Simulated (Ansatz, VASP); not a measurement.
# Rh in VASP and in Ansatz

```
Rh
1.0
     0.00000    1.87762    1.87762
     1.87762    0.00000    1.87762
     1.87762    1.87762    0.00000
Rh
1
Direct
  0.00000 0.00000 0.00000
```

Alike in both runs: task single point; functional LDA; k mesh 14 × 14 × 14; occupations gaussian, width 0.2 eV; no spin polarisation.

|  | VASP | Ansatz |
| --- | --- | --- |
| version | VASP 6.6.1 | Ansatz 0.2.0 |
| potentials or method | VASP PAW LDA potentials, release 64 (Rh_pv) | plane waves (420 eV) with PAW, scalar-relativistic |
| plane-wave cutoff (eV) | 520 | 420 |
| valence electrons in the cell | 15 | 17 |

VASP gave:

| Quantity | Value |
| --- | --- |
| pressure (GPa) | 0.7 |

Problem. What did Ansatz give for the same quantities?

Solution. Pressure (GPa): -0.2.

The two sets of potentials don't hold the same shells in valence. Ansatz warned: «pseudo_functional_mismatch».
